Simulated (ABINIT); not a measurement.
# AlN (Fm-3m) in ABINIT: further runs

Aim: see how the results for AlN move with the level of theory and the settings. Levels: LDA, PBEsol, r2SCAN, TB-mBJ. Tasks: band structure.

All numbers are computed with ABINIT 10.8.3 (patched build); they aren't measurements. Logs are shortened: lines on timing, memory, paths and dates and some standing lists are left out, and cuts for length are marked. The log counts tension as positive stress, the text compression.

## 1. The crystal as given

Symmetry: Fm-3m, No. 225, cubic system. The conventional cell has a = 4.069 Å, b = 4.069 Å, c = 4.069 Å, α = 90.00°, β = 90.00°, γ = 90.00°. Around Al (site symmetry m-3m) lie 6 N at 2.03 Å. Around N (site symmetry m-3m) lie 6 Al at 2.03 Å.

Measurements of this composition are mostly on another form, of space group No. 186.

## 2. Band structure, LDA

Input file run.abi:

```
# Datasets: ground state, then fixed potential
ndtset 2

# Pseudopotentials
pp_dirpath "./"
pseudos "Al.LDA_PW-JTH.xml, N.LDA_PW-JTH.xml"

# Structure
acell 3*1.0 Angstrom
rprim
     0.0000000000     2.0345180000     2.0345180000
     2.0345180000     0.0000000000     2.0345180000
     2.0345180000     2.0345180000     0.0000000000
ntypat 2
znucl 13 7
natom 2
typat 1 2
xred
     0.5000000000     0.5000000000     0.5000000000
     0.0000000000     0.0000000000     0.0000000000

# Plane-wave basis
ecut 707.496042 eV
pawecutdg 48.0

# Exchange and correlation
ixc 7

# Bands and occupations
occopt 3
tsmear 0.05 eV

# SCF cycle
nstep 100

# Output
iomode 3
prtwf 0
prteig 0
prtebands 0
enunit 1
prtden1 1

# Dataset 1
kptopt1 1
ngkpt1 11 11 11
nshiftk1 1
shiftk1 0.0 0.0 0.0
nband1 8
tolvrs1 1.0e-9

# Dataset 2: bands along G-X-W-K-G-L-U-W-L-K
iscf2 -2
getden2 1
nband2 14
nbdbuf2 4
tolwfr2 1.0e-11
kptopt2 -9
ndivsm2 6
prteig2 1
prtvol2 -3
kptbounds2
     0.0000000000     0.0000000000     0.0000000000
     0.5000000000     0.0000000000     0.5000000000
     0.5000000000     0.2500000000     0.7500000000
     0.3750000000     0.3750000000     0.7500000000
     0.0000000000     0.0000000000     0.0000000000
     0.5000000000     0.5000000000     0.5000000000
     0.6250000000     0.2500000000     0.6250000000
     0.5000000000     0.2500000000     0.7500000000
     0.5000000000     0.5000000000     0.5000000000
     0.3750000000     0.3750000000     0.7500000000
```

Potentials or basis: JTH PAW LDA v2.0.

On the command line:

```
abinit run.abi > log 2>&1
```

run.abo:

```text
.Version 10.8.3 of ABINIT
 DATASET    1 : space group Fm -3 m (#225); Bravais cF (face-center cubic)
================================================================================
 Values of the parameters that define the memory need for DATASET  1.
     intxc =       0    ionmov =       0      iscf =      17    lmnmax =       8
     lnmax =       4     mgfft =      27  mpssoang =       2    mqgrid =    3001
     natom =       2  nloc_mem =       2    nspden =       1   nspinor =       1
    nsppol =       1      nsym =      48    n1xccc =       1    ntypat =       2
    occopt =       3   xclevel =       1
       mpw =         736          nfft =       19683          nkpt =          56
 PAW method is used; the additional fine FFT grid is defined by:
   mgfftf=        36    nfftf =     46656
================================================================================
================================================================================

 DATASET    2 : space group Fm -3 m (#225); Bravais cF (face-center cubic)
================================================================================
 Values of the parameters that define the memory need for DATASET  2.
     intxc =       0    ionmov =       0      iscf =      -2    lmnmax =       8
     lnmax =       4     mgfft =      27  mpssoang =       2    mqgrid =    3001
     natom =       2  nloc_mem =       2    nspden =       1   nspinor =       1
    nsppol =       1      nsym =      48    n1xccc =       1    ntypat =       2
    occopt =       3   xclevel =       1
       mpw =         745          nfft =       19683          nkpt =         103
 PAW method is used; the additional fine FFT grid is defined by:
   mgfftf=        36    nfftf =     46656
================================================================================
================================================================================

--------------------------------------------------------------------------------
------------- Echo of variables that govern the present computation ------------
--------------------------------------------------------------------------------
 -outvars: echo values of preprocessed input variables --------
            acell      1.8897261259E+00  1.8897261259E+00  1.8897261259E+00 Bohr
              amu      2.69815390E+01  1.40067400E+01
             ecut      2.60000000E+01 Hartree
           enunit           1
           getden1          0
           getden2          1
             iscf1         17
             iscf2         -2
              ixc           7
           jdtset        1    2
           kptopt1          1
           kptopt2         -9
         kptrlatt       11    0    0      0   11    0      0    0   11
          kptrlen1     5.98092129E+01
          kptrlen2     3.00000000E+01
            natom           2
            nband1          8
            nband2         14
           nbdbuf1          0
           nbdbuf2          4
           ndtset           2
           ndivsm1          0
           ndivsm2          6
            ngfft          27      27      27
          ngfftdg          36      36      36
             nkpt1         56
             nkpt2        103
            nstep         100
             nsym          48
           ntypat           2
           occopt           3
        pawecutdg      4.80000000E+01 Hartree
        prtebands           0
           prteig1          0
           prteig2          1
           prtvol1          0
           prtvol2         -3
            prtwf           0
            rprim      0.0000000000E+00  2.0345180000E+00  2.0345180000E+00
                       2.0345180000E+00  0.0000000000E+00  2.0345180000E+00
                       2.0345180000E+00  2.0345180000E+00  0.0000000000E+00
           shiftk1     0.00000000E+00  0.00000000E+00  0.00000000E+00
           shiftk2     5.00000000E-01  5.00000000E-01  5.00000000E-01
          spgroup         225
           tolvrs1     1.00000000E-09
           tolvrs2     0.00000000E+00
           tolwfr1     0.00000000E+00
           tolwfr2     1.00000000E-11
           tsmear      1.83746611E-03 Hartree
            typat      1  2
           useylm           1
           xangst      2.0345180000E+00  2.0345180000E+00  2.0345180000E+00
                       0.0000000000E+00  0.0000000000E+00  0.0000000000E+00
[... 244 lines left out ...]
 Non-SCF case, kpt    1 (  0.00000  0.00000  0.00000), residuals and eigenvalues=
  6.28E-13  1.65E-12  2.20E-12  1.65E-12  7.11E-13  7.24E-13  1.73E-12  4.75E-13
  4.00E-12  2.56E-12  4.91E-12  4.17E-12  4.23E-12  4.48E-12
 -2.2900E-01  4.0482E-01  4.0482E-01  4.0482E-01  6.0585E-01  8.4521E-01
  8.4521E-01  8.4521E-01  1.0352E+00  1.0478E+00  1.0478E+00  1.0731E+00
  1.0731E+00  1.0731E+00
 Non-SCF case, kpt    2 (  0.02941  0.00000  0.02941), residuals and eigenvalues=
  2.38E-12  9.31E-13  1.08E-12  1.01E-12  1.01E-12  4.96E-13  1.14E-12  8.46E-13
  3.41E-13  2.72E-13  1.61E-12  7.31E-13  3.00E-12  7.46E-13
 -2.2814E-01  4.0141E-01  4.0357E-01  4.0357E-01  6.0915E-01  8.3859E-01
  8.4718E-01  8.4718E-01  1.0168E+00  1.0441E+00  1.0488E+00  1.0749E+00
[... 593 lines left out ...]
  8.4337E-01  8.9915E-01  9.9531E-01  1.1659E+00  1.2489E+00  1.3847E+00
  1.3854E+00  1.5533E+00
 Non-SCF case, kpt  102 (  0.38750  0.38750  0.72500), residuals and eigenvalues=
  2.80E-12  3.34E-12  2.44E-12  2.63E-12  3.26E-12  1.11E-12  1.55E-12  2.84E-12
  2.82E-12  7.69E-12  3.36E-12  2.51E-10  1.28E-09  1.28E-05
 -7.4387E-02  1.6969E-01  2.0331E-01  3.2573E-01  6.1843E-01  7.5332E-01
  8.5376E-01  9.1431E-01  9.8785E-01  1.1823E+00  1.2756E+00  1.3710E+00
  1.3767E+00  1.5909E+00
 Non-SCF case, kpt  103 (  0.37500  0.37500  0.75000), residuals and eigenvalues=
  4.98E-12  4.44E-12  9.88E-13  8.75E-13  2.57E-12  1.91E-12  2.00E-12  6.72E-13
  1.60E-12  3.70E-12  2.47E-12  6.15E-10  2.70E-09  2.54E-04
 -7.2024E-02  1.6826E-01  2.0586E-01  3.2174E-01  6.0970E-01  7.3643E-01
  8.6343E-01  9.2702E-01  9.8586E-01  1.2032E+00  1.2938E+00  1.3558E+00
  1.3720E+00  1.6341E+00

--- !ResultsGS
iteration_state: {dtset: 2, }
comment   : Summary of ground state results
lattice_vectors:
- [  0.0000000,   3.8446818,   3.8446818, ]
- [  3.8446818,   0.0000000,   3.8446818, ]
- [  3.8446818,   3.8446818,   0.0000000, ]
lattice_lengths: [   5.43720,    5.43720,    5.43720, ]
lattice_angles: [ 60.000,  60.000,  60.000, ] # degrees, (23, 13, 12)
lattice_volume:   1.1366093E+02
convergence: {deltae:  0.000E+00, res2:  0.000E+00, residm:  9.990E-12, diffor:  0.000E+00, }
etotal    :  -1.22712211E+01
entropy   :   0.00000000E+00
fermie    :   4.77105855E-01
cartesian_stress_tensor: null
pressure_GPa: null
xred      :
- [  5.0000E-01,   5.0000E-01,   5.0000E-01, Al]
- [  0.0000E+00,   0.0000E+00,   0.0000E+00,  N]
cartesian_forces: null
force_length_stats: {min: null, max: null, mean: null, }
...

 Integrated electronic density in atomic spheres:
 ------------------------------------------------
 Atom  Sphere_radius  Integrated_density
    1        1.90363          0.83980872
    2        1.20497          2.63172545

================================================================================

 ----iterations are completed or convergence reached----

 Mean square residual over all n,k,spin=   33.228E-13; max=  99.903E-13
 reduced coordinates (array xred) for    2 atoms
       0.500000000000      0.500000000000      0.500000000000
       0.000000000000      0.000000000000      0.000000000000

 cartesian coordinates (angstrom) at end:
    1      2.03451800000000     2.03451800000000     2.03451800000000
    2      0.00000000000000     0.00000000000000     0.00000000000000
 length scales=  1.889726125908  1.889726125908  1.889726125908 bohr
              =  1.000000000000  1.000000000000  1.000000000000 angstroms
 Eigenvalues (   eV  ) for nkpt= 103  k points:
 kpt#   1, nband= 14, wtk=  1.00000, kpt=  0.0000  0.0000  0.0000 (reduced coord)
  -6.23152   11.01564   11.01564   11.01564   16.48592   22.99934   22.99934   22.99934
  28.16830   28.51213   28.51213   29.20145   29.20145   29.20145
 kpt#   2, nband= 14, wtk=  1.00000, kpt=  0.0294  0.0000  0.0294 (reduced coord)
  -6.20790   10.92301   10.98183   10.98183   16.57569   22.81933   23.05293   23.05293
  27.66766   28.41042   28.53960   29.24993   29.24993   30.04319
 kpt#   3, nband= 14, wtk=  1.00000, kpt=  0.0588  0.0000  0.0588 (reduced coord)
  -6.13723   10.66289   10.88336   10.88336   16.82591   22.35820   23.20914   23.20914
  26.56621   28.62186   29.05789   29.39646   29.39646   31.13759
 kpt#   4, nband= 14, wtk=  1.00000, kpt=  0.0882  0.0000  0.0882 (reduced coord)
  -6.02011   10.27566   10.72847   10.72847   17.19147   21.75257   23.45523   23.45523
  25.47634   28.75855   29.64417   29.64417   29.97403   32.22022
 kpt#   5, nband= 14, wtk=  1.00000, kpt=  0.1176  0.0000  0.1176 (reduced coord)
  -5.85759    9.80276   10.52876   10.52876   17.62094   21.09626   23.77290   23.77290
  24.43164   28.94880   29.99726   29.99726   31.06498   33.26633
 kpt#   6, nband= 14, wtk=  1.00000, kpt=  0.1471  0.0000  0.1471 (reduced coord)
  -5.65123    9.27609   10.29732   10.29732   18.06048   20.43907   23.46635   24.14108
[... 278 lines left out ...]
  -2.43597    3.72736    7.07469    9.30972   17.87727   20.53607   23.01118   23.51027
  27.84457   31.23015   32.07558   38.27219   38.28601   40.74874
 kpt# 100, nband= 14, wtk=  1.00000, kpt=  0.4125  0.4125  0.6750 (reduced coord)
  -2.28336    4.04143    6.44364    9.14736   17.49705   20.83388   22.85176   24.00211
  27.41717   31.41580   33.08144   37.98888   38.00306   41.42465
 kpt# 101, nband= 14, wtk=  1.00000, kpt=  0.4000  0.4000  0.7000 (reduced coord)
  -2.13972    4.36799    5.89139    8.99633   17.13536   20.81824   22.94923   24.46714
  27.08389   31.72529   33.98537   37.67975   37.69732   42.26797
 kpt# 102, nband= 14, wtk=  1.00000, kpt=  0.3875  0.3875  0.7250 (reduced coord)
  -2.02418    4.61743    5.53224    8.86366   16.82834   20.49896   23.23194   24.87968
  26.88068   32.17104   34.71094   37.30557   37.46174   43.29052
 kpt# 103, nband= 14, wtk=  1.00000, kpt=  0.3750  0.3750  0.7500 (reduced coord)
  -1.95988    4.57868    5.60177    8.75486   16.59078   20.03924   23.49512   25.22540
  26.82664   32.74190   35.20533   36.89269   37.33535   44.46581

== END DATASET(S) ==============================================================
================================================================================

 -outvars: echo values of variables after computation  --------
            acell      1.8897261259E+00  1.8897261259E+00  1.8897261259E+00 Bohr
           etotal1    -1.2271221068E+01
            fcart1    -0.0000000000E+00 -0.0000000000E+00 -0.0000000000E+00
                      -0.0000000000E+00 -0.0000000000E+00 -0.0000000000E+00
            rprim      0.0000000000E+00  2.0345180000E+00  2.0345180000E+00
                       2.0345180000E+00  0.0000000000E+00  2.0345180000E+00
                       2.0345180000E+00  2.0345180000E+00  0.0000000000E+00
           strten1     3.8966630353E-04  3.8966630353E-04  3.8966630353E-04
                       0.0000000000E+00  0.0000000000E+00  0.0000000000E+00
           xangst      2.0345180000E+00  2.0345180000E+00  2.0345180000E+00
                       0.0000000000E+00  0.0000000000E+00  0.0000000000E+00
             xred      5.0000000000E-01  5.0000000000E-01  5.0000000000E-01
                       0.0000000000E+00  0.0000000000E+00  0.0000000000E+00
 Calculation completed.
```

It took 22 s on 1 thread of Arm Neoverse V1, shared host; peak memory 0.1 GiB.

What came out:

- Free energy: -333.9169 eV
- Pressure: -11.5 GPa
- Band gap on the k mesh: 4.37 eV, indirect (least direct gap 5.47 eV)
- Band gap along the path: 4.24 eV, indirect (least direct gap 5.47 eV)
- Valence electrons inside the program's atomic spheres: Al 0.84; N 2.63

Levels at the corners of the path, in eV from the valence-band top:
| point | band 1 | band 2 | band 3 | band 4 | band 5 | band 6 | band 7 | band 8 | band 9 |
| --- | --- | --- | --- | --- | --- | --- | --- | --- | --- |
| Γ | -17.25 | 0.00 | 0.00 | 0.00 | 5.47 | 11.98 | 11.98 | 11.98 | 17.15 |
| X | -13.00 | -7.29 | -2.76 | -2.76 | 4.24 | 5.25 | 13.66 | 16.67 | 16.67 |
| W | -12.83 | -5.63 | -5.63 | -3.90 | 7.70 | 10.52 | 10.52 | 11.85 | 18.75 |
| K | -12.98 | -6.44 | -5.41 | -2.26 | 5.58 | 9.02 | 12.48 | 14.21 | 15.81 |
| Γ | -17.25 | 0.00 | 0.00 | 0.00 | 5.47 | 11.98 | 11.98 | 11.98 | 17.15 |
| L | -13.98 | -8.23 | -1.04 | -1.04 | 6.00 | 10.63 | 10.63 | 12.81 | 15.68 |
| U | -12.98 | -6.44 | -5.41 | -2.26 | 5.58 | 9.02 | 12.48 | 14.21 | 15.81 |
| W | -12.83 | -5.63 | -5.63 | -3.90 | 7.70 | 10.52 | 10.52 | 11.85 | 18.75 |
| L | -13.98 | -8.23 | -1.04 | -1.04 | 6.00 | 10.63 | 10.63 | 12.81 | 15.68 |
| K | -12.98 | -6.44 | -5.41 | -2.26 | 5.58 | 9.02 | 12.48 | 14.21 | 15.81 |

Caveat: the mesh misses the band edges, which the band path finds closer together.

[end of part 1 of 3]
